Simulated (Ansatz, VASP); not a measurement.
One calculation of Ag, two programs

```xyz
2
Lattice="2.9515 0.0000 0.0000 -1.4758 2.5561 0.0000 0.0000 0.0000 4.7730" Properties=species:S:1:pos:R:3 pbc="T T T"
Ag    0.0000    1.7041    1.1933
Ag    1.4758    0.8520    3.5798
```

Alike in both runs: task single point; functional RPBE; k mesh 14 × 14 × 8; occupations fermi-dirac, width 0.1 eV; no spin polarisation.

```csv
,VASP,Ansatz
version,VASP 6.6.1,Ansatz 0.2.0
potentials or method,"VASP PAW PBE potentials, release 64 (Ag)","plane waves (420 eV) with PAW, scalar-relativistic"
plane-wave cutoff (eV),520,420
valence electrons in the cell,22,38
```

Ansatz gave:

```
pressure (GPa)                                  : 3.3
largest component of the traceless stress (GPa) : 0.54
```

Task: Which values does VASP return?

Result: Pressure (GPa): 3.2; largest component of the traceless stress (GPa): 0.53.

The two sets of potentials don't hold the same shells in valence.

Caveats: the PAW data sets were made with another functional, which shifts forces and pressure a little (VASP).
